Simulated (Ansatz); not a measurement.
**ZnS: equilibrium volume by level of theory**

```xyz
2
Lattice="0.0000 2.7020 2.7020 2.7020 0.0000 2.7020 2.7020 2.7020 0.0000" Properties=species:S:1:pos:R:3 pbc="T T T"
Zn    4.0530    4.0530    4.0530
S     0.0000    0.0000    0.0000
```

| rung | level | program and potentials | cutoff (eV) | k mesh | smearing | task | spin | core time | chip | equilibrium volume (Å³/atom) | notes |
| --- | --- | --- | --- | --- | --- | --- | --- | --- | --- | --- | --- |
| LDA | SVWN5 | Ansatz, Ansatz PAW | 420 | 9 × 9 × 9 | fermi-dirac 0.05 | relaxation of cell and atoms | off | 6.7 s | Arm Neoverse V2 | 18.56 | potentials made for PBE, which Ansatz adapts in part |
| GGA | PBEsol | Ansatz, Ansatz PAW | 420 | 9 × 9 × 9 | fermi-dirac 0.05 | relaxation of cell and atoms | off | 6.9 s | Arm Neoverse V2 | 19.20 | potentials made for PBE, which Ansatz adapts in part |
| GGA + dispersion | BLYP+D3(BJ) | Ansatz, Ansatz PAW | 420 | 9 × 9 × 9 | fermi-dirac 0.05 | relaxation of cell and atoms | off | 7 s | Arm Neoverse V2 | 19.51 | potentials made for PBE, which Ansatz adapts in part |
| GGA + dispersion | PBE+D3(BJ) | Ansatz, Ansatz PAW | 420 | 9 × 9 × 9 | fermi-dirac 0.05 | relaxation of cell and atoms | off | 7.8 s | Intel Xeon | 19.41 | - |
| GGA | PBE | Ansatz, Ansatz PAW | 420 | 9 × 9 × 9 | fermi-dirac 0.05 | equation of state | off | 12 s | Arm Neoverse V2 | 20.16 | - |
| GGA + dispersion | revPBE+D3(BJ) | Ansatz, Ansatz PAW | 420 | 9 × 9 × 9 | fermi-dirac 0.05 | relaxation of cell and atoms | off | 13 s | Intel Xeon | 19.15 | potentials made for PBE, which Ansatz adapts in part |
| GGA + dispersion | PBEsol+D4 | Ansatz, Ansatz PAW | 420 | 9 × 9 × 9 | fermi-dirac 0.05 | relaxation of cell and atoms | off | 15 s | Intel Xeon | 18.87 | potentials made for PBE, which Ansatz adapts in part |
| GGA | PBE | Ansatz, SPMS NC | 816 | 9 × 9 × 9 | fermi-dirac 0.05 | equation of state | off | 43 s | Arm Neoverse V2 | 20.22 | - |
| hybrid | B3LYP | Ansatz, Ansatz PAW | 420 | 5 × 5 × 5 | fermi-dirac 0.05 | equation of state | off | 94 s | Intel Xeon Platinum 8488C Sapphire Rapids | 20.76 | coarse mesh; potentials made for PBE, which Ansatz adapts in part |
| hybrid | HSE03 | Ansatz, Ansatz PAW | 420 | 5 × 5 × 5 | fermi-dirac 0.05 | equation of state | off | 1.9 min | Arm Neoverse V2 | 20.02 | coarse mesh; potentials made for PBE, which Ansatz adapts in part |
| hybrid | r2SCANh | Ansatz, Ansatz PAW | 500 | 5 × 5 × 5 | fermi-dirac 0.05 | equation of state | off | 2.6 min | Arm Neoverse V2 | 19.60 | coarse mesh; potentials made for PBE, which Ansatz adapts in part |
| Hartree-Fock | HF | Ansatz, Ansatz PAW | 420 | 5 × 5 × 5 | fermi-dirac 0.05 | relaxation of cell and atoms | off | 2.7 min | Intel Xeon | 21.81 | coarse mesh; potentials made for PBE, which Ansatz adapts in part |
| hybrid | LC-wPBE | Ansatz, Ansatz PAW | 420 | 5 × 5 × 5 | fermi-dirac 0.05 | equation of state | off | 3.3 min | Arm Neoverse V1 | 19.09 | coarse mesh; potentials made for PBE, which Ansatz adapts in part |
| GGA | PBE | Ansatz, PseudoDojo PBEsol | 1143 | 9 × 9 × 9 | tetrahedron | equation of state | collinear, random start | 3.3 min | Arm Neoverse V1 | 20.16 | potentials made for PBEsol |
| hybrid | PBE-EpsX | Ansatz, Ansatz PAW | 420 | 5 × 5 × 5 | fermi-dirac 0.05 | equation of state | off | 3.8 min | Arm Neoverse V1 | 19.92 | coarse mesh; potentials made for PBE, which Ansatz adapts in part; exact-exchange share 1/ε∞ |
| hybrid | r2SCAN0 | Ansatz, Ansatz PAW | 500 | 5 × 5 × 5 | fermi-dirac 0.05 | equation of state | off | 8.6 min | Intel Xeon Skylake/Cascade Lake | 19.62 | coarse mesh; potentials made for PBE, which Ansatz adapts in part |

Times are single runs on shared hosts and different chips, so they are rough; meshes, cutoffs and the tasks' sizes weigh on the time. Smearing widths are in eV. Meshes differ between rows, which moves values too. Meshes are those of the run's cell of 2 atoms unless a note names another. Relaxations start from the cell shown or near it and stop with a little pressure left. Misses use the values as printed. Runs on faulty files, with rough fits or with known faults for this quantity aren't shown. No row holds spin-orbit coupling.

Measured: 19.8 Å³/atom (pmc:11595366, doi:10.3390/ma17225622).

Which of the timed runs without a coarse mesh or an atomic basis is the cheapest that comes within 1.5 % of the measured equilibrium volume?

BLYP+D3(BJ) (Ansatz, Ansatz PAW): 19.51 Å³/atom in 7 s. One crystal doesn't make the level reliable, since errors can cancel. The runs are for a static lattice, while measurements hold temperature and zero-point motion.
